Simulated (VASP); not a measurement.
# PbSe (Clausthalite) (Fm-3m) in VASP: further runs

PbSe (Clausthalite) is run at these levels: LDA, PBE+D3(BJ); tasks: single point.

All numbers are computed with VASP 6.6.1; they aren't measurements. Logs are shortened: lines on timing, memory, paths and dates and some standing lists are left out, and cuts for length are marked.

**The experiment to reproduce.**

A printed reference work, monograph reports, for a bulk crystal of PbSe at 300 K: band gap 0.28 eV (direct).

The runs below are set against these values where they give the same quantity.

### Step 1. The cell of the first run

Symmetry: Fm-3m, No. 225, cubic system. The conventional cell has a = 6.162 Å, b = 6.162 Å, c = 6.162 Å, α = 90.00°, β = 90.00°, γ = 90.00°. Pb (site symmetry m-3m) has 6 Se at 3.08 Å within 4.1 Å. Within 4.1 Å of Se (site symmetry m-3m) lie 6 Pb at 3.08 Å.

### Step 2. Single point, LDA

Contents of INCAR:

```
SYSTEM = PbSe
  PREC = Accurate
  ENCUT = 520
  EDIFF = 1E-7
  ISMEAR = -1
  SIGMA = 0.05
  LREAL = .FALSE.
  LASPH = .TRUE.
  NELM = 60
  ALGO = Normal
  ISIF = 2
  LWAVE = .FALSE.
  LCHARG = .FALSE.
  GGA = CA
  NBANDS = 17
```

Contents of KPOINTS:

```
regular mesh
0
G
  8 8 8
  0 0 0
```

Contents of POSCAR:

```
PbSe
1.0
    0.0000000000      3.0809197960      3.0809197960
    3.0809197960      0.0000000000      3.0809197960
    3.0809197960      3.0809197960      0.0000000000
Pb Se
1 1
Direct
    0.0000000000      0.0000000000      0.0000000000
    0.5000000000      0.5000000000      0.5000000000
```

Potentials or basis: VASP PAW LDA potentials, release 64 (Pb_d, Se).

On the command line:

```sh
$ cat potpaw_LDA.64/Pb_d/POTCAR potpaw_LDA.64/Se/POTCAR > POTCAR
$ mpirun -np 1 vasp_std > vasp.out
```

OUTCAR:

```text
SYSTEM = PbSe
   PREC = Accurate
   ENCUT = 520
   EDIFF = 1E-7
   ISMEAR = -1
   LREAL = .FALSE.
   LASPH = .TRUE.
   NELM = 60
   ISIF = 2
   GGA = CA

 ion  position               nearest neighbor table
   1  0.000  0.000  0.000-   2 3.08   2 3.08   2 3.08   2 3.08   2 3.08   2 3.08
   2  0.500  0.500  0.500-   1 3.08   1 3.08   1 3.08   1 3.08   1 3.08   1 3.08

  LATTYP: Found a face centered cubic cell.
 ALAT       =     6.1618395920

  Lattice vectors:

 A1 = (   0.0000000000,   3.0809197960,   3.0809197960)
 A2 = (   3.0809197960,   0.0000000000,   3.0809197960)
 A3 = (   3.0809197960,   3.0809197960,   0.0000000000)

Analysis of symmetry for initial positions (statically):
=====================================================================
 Subroutine PRICEL returns:
 Original cell was already a primitive cell.

 Routine SETGRP: Setting up the symmetry group for a
 face centered cubic supercell.

 Subroutine GETGRP returns: Found 48 space group operations
 (whereof 48 operations were pure point group operations)
 out of a pool of 48 trial point group operations.

The static configuration has the point symmetry O_h .

Analysis of symmetry for dynamics (positions and initial velocities):
=====================================================================
 Subroutine PRICEL returns:
 Original cell was already a primitive cell.

 Routine SETGRP: Setting up the symmetry group for a
 face centered cubic supercell.

 Subroutine GETGRP returns: Found 48 space group operations
 (whereof 48 operations were pure point group operations)
 out of a pool of 48 trial point group operations.

The dynamic configuration has the point symmetry O_h .

 Subroutine INISYM returns: Found 48 space group operations
 (whereof 48 operations are pure point group operations),
 and found     1 'primitive' translations

----------------------------------------------------------------------------------------

                                     Primitive cell

  volume of cell :      58.4886

  direct lattice vectors                    reciprocal lattice vectors
     0.000000000  3.080919796  3.080919796    -0.162289197  0.162289197  0.162289197
     3.080919796  0.000000000  3.080919796     0.162289197 -0.162289197  0.162289197
     3.080919796  3.080919796  0.000000000     0.162289197  0.162289197 -0.162289197

  length of vectors
     4.357078560  4.357078560  4.357078560     0.281093135  0.281093135  0.281093135

  position of ions in fractional coordinates (direct lattice)
     0.000000000  0.000000000  0.000000000
[... 77 lines left out ...]
   NELM   =     60;   NELMIN=  2; NELMDL= -5     # of ELM steps
   EDIFF  = 0.1E-06   stopping-criterion for ELM
   LREAL  =      F    real-space projection
   EDIFFG = 0.1E-05   stopping-criterion for IOM
   NSW    =      0    number of steps for IOM
   IBRION =     -1    ionic relax: 0-MD 1-quasi-New 2-CG
   NFREE  =      0    steps in history (QN), initial steepest desc. (CG)
   ISIF   =      2    stress and relaxation
   ISYM   =      2    0-nonsym 1-usesym 2-fastsym
   POTIM  = 0.5000    time-step for ionic-motion
   TEBEG  =    0.0;   TEEND  =   0.0 temperature during run
   PSTRESS=    0.0 pullay stress
   NELECT =      20.0000    total number of electrons
   NUPDOWN=      -1.0000    fix difference up-down
   EMIN   =  10.00;   EMAX   =-10.00  energy-range for DOS
   EFERMI =   0.00;   METHOD = LEGACY
   ISMEAR =    -1;   SIGMA  =   0.05  broadening in eV -4-tet -1-fermi 0-gaus
   EFERMI_NEDOS =   21; number of points for ismear=-14 and -15
   IALGO  =     38    algorithm
   IMIX   =      4    mixing-type and parameters
     AMIX     =   0.40;   BMIX     =  1.00
     AMIX_MAG =   1.60;   BMIX_MAG =  1.00
  volume/ion in A,a.u.               =      29.24       197.35
  Fermi-wavevector in a.u.,A,eV,Ry     =   1.144795  2.163349 17.831195  1.310556
  Thomas-Fermi vector in A             =   2.281486
   LORBIT       =      0    0 simple, 1 ext, 2 COOP (PROOUT), +10 PAW based schemes
   GGA     = CA    functional components
   LHFCALC =     F    Hartree Fock is set to
   AEXX    =    0.0000 exact exchange contribution
   IVDW    =     0    specifies the selected vdW correction
   LEPSILON=     F    determine dielectric tensor
   LRPA    =     F    only Hartree local field effects (RPA)
 non-spin polarized calculation
  energy-cutoff  :      520.00
  volume of cell :       58.49
 maximum number of plane-waves:      1604
   NGX = 17   NGY = 17   NGZ = 17

 number of electron      19.9999993 magnetization

 Free energy of the ion-electron system (eV)
  ---------------------------------------------------
  ext. energy  EPLUGINS =         0.00000000
  ---------------------------------------------------
  free energy    TOTEN  =        -9.42803779 eV

  energy without entropy =       -9.42754372  energy(sigma->0) =       -9.42779076

 E-fermi :   4.7592     XC(G=0):  -9.7571

 val. band max:        4.6467295654   @ k =   0.5000   0.0000   0.0000
 cond. band min:       4.8715120752   @ k =   0.5000   0.0000   0.0000
 fundamental gap:      0.2247825097
 Fermi energy:         4.7591699100

 k-point     1 :       0.0000    0.0000    0.0000
  band No.  band energies     occupation
      1     -12.0825      2.00000
      2     -12.0825      2.00000
      3     -12.0815      2.00000
      4     -12.0815      2.00000
      5     -12.0815      2.00000
      6      -8.7873      2.00000
[... 457 lines left out ...]
      4     -12.0619      2.00000
      5     -12.0479      2.00000
      6      -7.5785      2.00000
[... 9 lines left out ...]
     16      15.4704      0.00000
     17      15.4712      0.00000

 [... further k-points ...]

------------------------ aborting loop because EDIFF is reached ----------------------------------------

  FORCE on cell =-STRESS in cart. coord.  units (eV):
  Direction    XX          YY          ZZ          XY          YZ          ZX
  --------------------------------------------------------------------------------------
  -------------------------------------------------------------------------------------
  Total       -1.0776574     -1.0776574     -1.0776574     -0.0000000      0.0000000      0.0000000
  in kB      -29.5202562    -29.5202562    -29.5202562     -0.0000000      0.0000000      0.0000000
  external PRESSURE =     -29.5202562 kB  Pullay stress =       0.0000000 kB

 VOLUME and BASIS-vectors are now :
 -----------------------------------------------------------------------------
  energy-cutoff  :      520.00
  volume of cell :       58.49
      direct lattice vectors                 reciprocal lattice vectors
     0.000000000  3.080919796  3.080919796    -0.162289197  0.162289197  0.162289197
     3.080919796  0.000000000  3.080919796     0.162289197 -0.162289197  0.162289197
     3.080919796  3.080919796  0.000000000     0.162289197  0.162289197 -0.162289197

 POSITION                                       TOTAL-FORCE (eV/Angst)
 -----------------------------------------------------------------------------------
      0.00000      0.00000      0.00000         0.000000     -0.000000      0.000000
      3.08092      3.08092      3.08092        -0.000000      0.000000     -0.000000
 -----------------------------------------------------------------------------------
    total drift:                                0.000000     -0.000000     -0.000000

  FREE ENERGIE OF THE ION-ELECTRON SYSTEM (eV)
  ---------------------------------------------------
  free  energy   TOTEN  =        -9.4280377907 eV

  energy  without entropy=       -9.4275437232  energy(sigma->0) =       -9.42779076
```

It took 19 s on 1 thread of Intel Xeon Platinum 8375C at 2.90GHz (Ice Lake), shared host; peak memory 0.16 GiB.

Results:

* Free energy: -9.4280 eV
* Pressure: -3.0 GPa
* Band gap on the k mesh: 0.22 eV, direct

Levels at points of the mesh, in eV from the valence-band top:
```
           k point  band 6  band 7  band 8  band 9  band 10  band 11  band 12  band 13  band 14  band 15
(0.00, 0.00, 0.00)  -13.43   -6.40   -1.76   -1.76    -1.76     4.57     4.57     4.57     6.53     6.53
(0.50, 0.00, 0.00)  -12.41   -8.73   -1.36   -1.36     0.00     0.22     1.66     1.66     8.40    10.06
(0.50, 0.50, 0.00)  -12.06   -7.40   -4.84   -3.11    -3.11     3.71     5.45     5.45     5.87    11.30
```

Caveat: spin-orbit coupling is left out, which moves the levels of the heavy elements.

### Step 3. Single point, PBE+D3(BJ)

This run uses another cell than the first one, of 28.84 Å³/atom, 0.986 times its volume.

Contents of INCAR:

```
SYSTEM = PbSe
PREC = Accurate ; ENCUT = 520
EDIFF = 1E-6 ; ISMEAR = -1
SIGMA = 0.05 ; LREAL = .False.
LASPH = .True. ; NELM = 60
ALGO = Normal ; ISIF = 2
LWAVE = .False. ; LCHARG = .False.
GGA = PE ; IVDW = 12
NBANDS = 17
```

Contents of KPOINTS:

```
Automatic mesh
0
Gamma
  8 8 8
  0 0 0
```

Contents of POSCAR:

```
PbSe
1.0
    0.0000000000      3.0667471310      3.0667471310
    3.0667471310      0.0000000000      3.0667471310
    3.0667471310      3.0667471310      0.0000000000
Pb Se
1 1
Direct
    0.0000000000      0.0000000000      0.0000000000
    0.5000000000      0.5000000000      0.5000000000
```

Potentials or basis: VASP PAW PBE potentials, release 64 (Pb_d, Se).

On the command line:

```sh
$ cat potpaw_PBE.64/Pb_d/POTCAR potpaw_PBE.64/Se/POTCAR > POTCAR
$ mpirun -np 1 vasp_std > vasp.out
```

Wall time 15 s (1 thread of Intel Xeon Platinum 8375C at 2.90GHz (Ice Lake), shared host); peak memory 0.19 GiB.

It converged, with:

| Property | Result |
| --- | --- |
| Free energy | -8.9154 eV |
| Pressure | 0.0 GPa |
| Band gap on the k mesh | 0.31 eV, direct |
| Dispersion energy per atom | -0.366 eV |

Levels at points of the mesh, in eV from the valence-band top:
```csv
k point,band 8,band 9,band 10,band 11,band 12,band 13
"(0.00, 0.00, 0.00)",-1.85,-1.85,-1.85,4.70,4.70,4.70
"(0.50, 0.00, 0.00)",-1.44,-1.44,0.00,0.31,1.71,1.71
"(0.50, 0.50, 0.00)",-4.93,-3.19,-3.19,3.72,5.59,5.59
```

Caveat: spin-orbit coupling is left out, which moves the levels of the heavy elements.

### Step 4. Comparison with measurements

Step 2. Against the measured gap of PbSe, 0.28 eV (direct; 300 K; a printed reference work, monograph), the calculated 0.22 eV is off by -0.06 eV. 2 values of this kind are on record (0.15 to 0.28 eV); this one was drawn at random. Spin-orbit coupling on Pb, Se is left out. The value is that of LDA on a finite k mesh, which can miss the band edges, without temperature or zero-point motion. Semilocal functionals fall short of measured gaps as a rule.

Step 3. A measured gap of PbSe is 0.28 eV (direct; 300 K; a printed reference work, monograph); the calculated 0.31 eV misses it by +0.03 eV. 2 values of this kind are on record (0.15 to 0.28 eV); this one was drawn at random. Spin-orbit coupling on Pb, Se is left out. The value is that of PBE+D3(BJ) on a finite k mesh, which can miss the band edges, without temperature or zero-point motion.
